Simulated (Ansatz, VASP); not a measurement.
# One calculation of Cr, two programs

```xyz
2
Lattice="0.0000 2.6558 2.6558 2.6558 0.0000 2.6558 2.6558 2.6558 0.0000" Properties=species:S:1:pos:R:3 pbc="T T T"
Cr    0.6640    0.6640    0.6640
Cr    4.6477    4.6477    4.6477
```

Alike in both runs: task single point; functional BLYP; k mesh 12 × 12 × 12; occupations fermi-dirac, width 0.1 eV; no spin polarisation.

```csv
,VASP,Ansatz
version,VASP 6.6.1,Ansatz 0.2.0
potentials or method,"VASP PAW PBE potentials, release 64 (Cr_pv)","plane waves (420 eV) with PAW, scalar-relativistic"
plane-wave cutoff (eV),520,420
valence electrons in the cell,24,28
```

|  | VASP | Ansatz | Ansatz less VASP |
| --- | --- | --- | --- |
| pressure (GPa) | -6.0 | -6.1 | -0.06 |

The two sets of potentials don't hold the same shells in valence.

Caveats: the PAW data sets were made with another functional, which shifts forces and pressure a little (VASP); the run has no spin polarisation, though such a crystal can be magnetic. Spin polarisation is off, so any magnetic state and its effect on volume and gap are missing.
